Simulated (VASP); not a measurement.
# TaN in VASP: a series of runs

The runs below take TaN through single point, with PBE.

Everything below comes from runs of VASP 6.6.1. Logs are shortened: lines on timing, memory, paths and dates and some standing lists are left out, and cuts for length are marked.

## 1. Starting point

The cell holds a slab with vacuum, 10 atoms: a = 2.883 Å, b = 2.938 Å, c = 19.026 Å, α = 90.00°, β = 90.00°, γ = 90.00°.

## 2. Single point, PBE

INCAR reads:

```
SYSTEM = TaN
ALGO = Normal ; DIPOL = 0.5 0.5 0.500
EDIFF = 1E-7 ; ENCUT = 460
GGA = PE ; IDIPOL = 3
ISIF = 2 ; ISMEAR = 1
LASPH = .True. ; LCHARG = .False.
LDIPOL = .True. ; LREAL = .False.
LVACPOTAV = .True. ; LVHAR = .True.
LWAVE = .False. ; NBANDS = 58
NELM = 120 ; PREC = Accurate
SIGMA = 0.1
```

KPOINTS reads:

```
k-points
0
Gamma
  9 9 1
  0 0 0
```

POSCAR reads:

```
TaN
1.0
    2.8830000000      0.0000000000      0.0000000000
    0.0000000000      2.9379988584      0.0000000000
    0.0000000000      0.0000000000     19.0256538065
N Ta
5 5
Direct
    0.0000000000      0.5000000000      0.2102424464
    0.0000000000      0.0000000000      0.3439767019
    0.0000000000      0.5000000000      0.4777109574
    0.0000000000      0.0000000000      0.6114452129
    0.0000000000      0.5000000001      0.7451794685
    0.5000000000      0.0000000001      0.2548205315
    0.5000000000      0.5000000001      0.3885547871
    0.5000000000      0.0000000001      0.5222890426
    0.5000000000      0.5000000001      0.6560232981
    0.5000000000      0.0000000001      0.7897575536
```

Potentials or basis: VASP PAW PBE potentials, release 64 (N, Ta_pv).

Run with:

```console
cat potpaw_PBE.64/N/POTCAR potpaw_PBE.64/Ta_pv/POTCAR > POTCAR
mpirun -np 1 vasp_std > vasp.out
```

OUTCAR:

```text
SYSTEM = TaN
   EDIFF = 1E-7
   ENCUT = 460
   GGA = PE
   ISIF = 2
   ISMEAR = 1
   LASPH = .True.
   LREAL = .False.
   NELM = 120
   PREC = Accurate

 Found     25 irreducible k-points:

 Following reciprocal coordinates:
            Coordinates               Weight
  0.000000  0.000000  0.000000      1.000000
  0.111111  0.000000  0.000000      2.000000
  0.222222  0.000000  0.000000      2.000000
  0.333333  0.000000  0.000000      2.000000
  0.444444  0.000000  0.000000      2.000000
  0.000000  0.111111  0.000000      2.000000
   k-points           NKPTS =     25   k-points in BZ     NKDIM =     25   number of bands    NBANDS=     58
   number of dos      NEDOS =    301   number of ions     NIONS =     10
   total plane-waves  NPLWV =  67200
   dimension x,y,z NGX =    20 NGY =   24 NGZ =  140
   dimension x,y,z NGXF=    40 NGYF=   48 NGZF=  280
   ions per type =               5   5
   NGX,Y,Z   is equivalent  to a cutoff of  11.53, 13.58, 12.23 a.u.
   NGXF,Y,Z  is equivalent  to a cutoff of  23.07, 27.16, 24.47 a.u.
 SYSTEM =  TaN
   PREC   = accura    normal or accurate (medium, high low for compatibility)
   ISTART =      0    job   : 0-new  1-cont  2-samecut
   ICHARG =      2    charge: 1-file 2-atom 10-const
   ISPIN  =      1    spin polarized calculation?
   LNONCOLLINEAR =      F non collinear calculations
   LSORBIT =      F    spin-orbit coupling
   LASPH  =      T    aspherical Exc in radial PAW
   ENCUT  =  460.0 eV  33.81 Ry    5.81 a.u.   5.04  5.14 33.27*2*pi/ulx,y,z
   NELM   =    120;   NELMIN=  2; NELMDL= -5     # of ELM steps
   EDIFF  = 0.1E-06   stopping-criterion for ELM
   LREAL  =      F    real-space projection
   EDIFFG = 0.1E-05   stopping-criterion for IOM
   NSW    =      0    number of steps for IOM
   IBRION =     -1    ionic relax: 0-MD 1-quasi-New 2-CG
   NFREE  =      0    steps in history (QN), initial steepest desc. (CG)
   ISIF   =      2    stress and relaxation
   ISYM   =      2    0-nonsym 1-usesym 2-fastsym
   POTIM  = 0.5000    time-step for ionic-motion
   TEBEG  =    0.0;   TEEND  =   0.0 temperature during run
   PSTRESS=    0.0 pullay stress
   NELECT =      80.0000    total number of electrons
   NUPDOWN=      -1.0000    fix difference up-down
   EMIN   =  10.00;   EMAX   =-10.00  energy-range for DOS
   EFERMI =   0.00;   METHOD = LEGACY
   ISMEAR =     1;   SIGMA  =   0.10  broadening in eV -4-tet -1-fermi 0-gaus
   EFERMI_NEDOS =   21; number of points for ismear=-14 and -15
   IALGO  =     38    algorithm
   IMIX   =      4    mixing-type and parameters
     AMIX     =   0.40;   BMIX     =  1.00
     AMIX_MAG =   1.60;   BMIX_MAG =  1.00
  volume/ion in A,a.u.               =      16.12       108.75
  Fermi-wavevector in a.u.,A,eV,Ry     =   1.296262  2.449580 22.861813  1.680296
  Thomas-Fermi vector in A             =   2.427730
   LORBIT       =      0    0 simple, 1 ext, 2 COOP (PROOUT), +10 PAW based schemes
   GGA     = PE    functional components
   LHFCALC =     F    Hartree Fock is set to
   AEXX    =    0.0000 exact exchange contribution
   IVDW    =     0    specifies the selected vdW correction
   LEPSILON=     F    determine dielectric tensor
   LRPA    =     F    only Hartree local field effects (RPA)
 non-spin polarized calculation
 Methfessel and Paxton  Order N= 1 SIGMA  =   0.10
  energy-cutoff  :      460.00
  volume of cell :      161.15
 maximum number of plane-waves:      3638
   NGX = 11   NGY = 11   NGZ = 67

 dipolmoment           0.000000      0.000000      0.194809 electrons x Angstroem

 number of electron      80.0000013 magnetization

 dipolmoment           0.000000      0.000000     -0.054524 electrons x Angstroem

 Free energy of the ion-electron system (eV)
  ---------------------------------------------------
  ext. energy  EPLUGINS =         0.00000000
  ---------------------------------------------------
  free energy    TOTEN  =      -109.01876435 eV

  energy without entropy =     -109.02079277  energy(sigma->0) =     -109.01944049

 E-fermi :   3.3532     XC(G=0):  -9.9143

 val. band max:        3.3171890909   @ k =   0.4444   0.2222   0.0000
 cond. band min:       3.3544351145   @ k =   0.2222   0.4444   0.0000
 fundamental gap:      0.0372460237
 Fermi energy:         3.3531601860

 k-point     1 :       0.0000    0.0000    0.0000
  band No.  band energies     occupation
      1     -31.9706      2.00000
      2     -31.6927      2.00000
      3     -31.4777      2.00000
      4     -31.3466      2.00000
      5     -31.2936      2.00000
      6     -31.2470      2.00000
[... 44 lines left out ...]
     51       7.2524      0.00000
     52       7.3732      0.00000

 k-point     2 :       0.1111    0.0000    0.0000
  band No.  band energies     occupation
      1     -31.9530      2.00000
      2     -31.6773      2.00000
      3     -31.4673      2.00000
      4     -31.4015      2.00000
      5     -31.3360      2.00000
      6     -31.3207      2.00000
[... 44 lines left out ...]
     51       7.1096      0.00000
     52       7.4193      0.00000
[... 163 lines left out ...]
     51       7.3692      0.00000
     52       7.5493      0.00000

 k-point     6 :       0.0000    0.1111    0.0000
  band No.  band energies     occupation
      1     -31.9442      2.00000
      2     -31.6865      2.00000
      3     -31.5031      2.00000
      4     -31.4162      2.00000
      5     -31.3136      2.00000
      6     -31.2827      2.00000
[... 44 lines left out ...]
     51       7.1864      0.00000
     52       7.3854      0.00000

 [... further k-points ...]

 [bands above 52 left out]

------------------------ aborting loop because EDIFF is reached ----------------------------------------

  FORCE on cell =-STRESS in cart. coord.  units (eV):
  Direction    XX          YY          ZZ          XY          YZ          ZX
  --------------------------------------------------------------------------------------
  -------------------------------------------------------------------------------------
  Total       -3.6024043     -5.3151178      1.6326458      0.0000000      0.0000000      0.0000000
  in kB      -35.8151835    -52.8430193     16.2318012      0.0000000      0.0000000      0.0000000
  external PRESSURE =     -24.1421339 kB  Pullay stress =       0.0000000 kB

 VOLUME and BASIS-vectors are now :
 -----------------------------------------------------------------------------
  energy-cutoff  :      460.00
  volume of cell :      161.15
      direct lattice vectors                 reciprocal lattice vectors
     2.883000000  0.000000000  0.000000000     0.346860909  0.000000000  0.000000000
     0.000000000  2.937998858  0.000000000     0.000000000  0.340367729  0.000000000
     0.000000000  0.000000000 19.025653806     0.000000000  0.000000000  0.052560612

 POSITION                                       TOTAL-FORCE (eV/Angst)
 -----------------------------------------------------------------------------------
      0.00000      1.46900      4.00000         0.000000      0.000000      2.746157
      0.00000      0.00000      6.54438         0.000000      0.000000      0.101533
      0.00000      1.46900      9.08876         0.000000      0.000000      0.118891
      0.00000      0.00000     11.63314         0.000000      0.000000      0.019340
      0.00000      1.46900     14.17753         0.000000      0.000000     -0.279107
      1.44150      0.00000      4.84813         0.000000      0.000000     -3.481323
      1.44150      1.46900      7.39251         0.000000      0.000000      0.185493
      1.44150      0.00000      9.93689         0.000000      0.000000     -0.118533
      1.44150      1.46900     12.48127         0.000000      0.000000      0.322339
      1.44150      0.00000     15.02565         0.000000      0.000000      0.385209
 -----------------------------------------------------------------------------------
    total drift:                               -0.000000     -0.000000     -0.002461

  FREE ENERGIE OF THE ION-ELECTRON SYSTEM (eV)
  ---------------------------------------------------
  free  energy   TOTEN  =      -109.0187643470 eV

  energy  without entropy=     -109.0207927711  energy(sigma->0) =     -109.01944049
```

Run time: 5.6 min. Hardware: 1 thread of Intel Xeon Platinum 8488C (Sapphire Rapids), shared host; peak memory 0.33 GiB.

These settings aren't checked as converged: the numbers below hold their error.

What came out:

```
Free energy            : -109.0188 eV
Largest force          : 3.481 eV/Å
Band gap on the k mesh : none (metal or under the smearing width)
```

Caveat: the cutoff is under 1.25 times the usual one of these potentials, so pressure, stress and relaxed cells hold a basis-set (Pulay) error.

## 3. Single point, PBE

This run uses another cell than the first one, of 14.42 Å³/atom, 0.895 times its volume.

INCAR reads:

```
SYSTEM = TaN
ALGO = Normal ; EDIFF = 1E-7
ENCUT = 460 ; GGA = PE
IDIPOL = 3 ; ISIF = 2
ISMEAR = 1 ; LASPH = .True.
LCHARG = .False. ; LREAL = .False.
LVACPOTAV = .True. ; LVHAR = .True.
LWAVE = .False. ; NBANDS = 58
NELM = 120 ; PREC = Accurate
SIGMA = 0.1
```

KPOINTS reads:

```
k-points
0
Gamma
  11 11 1
  0 0 0
```

POSCAR reads:

```
TaN
1.0
    2.8830000000      0.0000000000      0.0000000000
    0.0000000000      2.9379988584      0.0000000000
    0.0000000000      0.0000000000     17.0256538065
N Ta
5 5
Direct
    0.0000000000      0.5000000000      0.1762046870
    0.0000000000      0.0000000000      0.3256486776
    0.0000000000      0.5000000000      0.4750926682
    0.0000000000      0.0000000000      0.6245366588
    0.0000000000      0.5000000001      0.7739806495
    0.5000000000      0.0000000001      0.2260193505
    0.5000000000      0.5000000001      0.3754633412
    0.5000000000      0.0000000001      0.5249073318
    0.5000000000      0.5000000001      0.6743513224
    0.5000000000      0.0000000001      0.8237953130
```

Potentials or basis: VASP PAW PBE potentials, release 64 (N, Ta_pv).

Run with:

```console
cat potpaw_PBE.64/N/POTCAR potpaw_PBE.64/Ta_pv/POTCAR > POTCAR
mpirun -np 1 vasp_std > vasp.out
```

Wall time 5.3 min (1 thread of Intel Xeon Platinum 8488C (Sapphire Rapids), shared host); peak memory 0.33 GiB.

These settings aren't checked as converged: the numbers below hold their error.

Results:

```yaml
Free_energy: -108.9527 eV
Largest_force: 3.406 eV/Å
Band_gap_on_the_k_mesh: none (metal or under the smearing width)
```

Caveat: the cutoff is under 1.25 times the usual one of these potentials, so pressure, stress and relaxed cells hold a basis-set (Pulay) error.
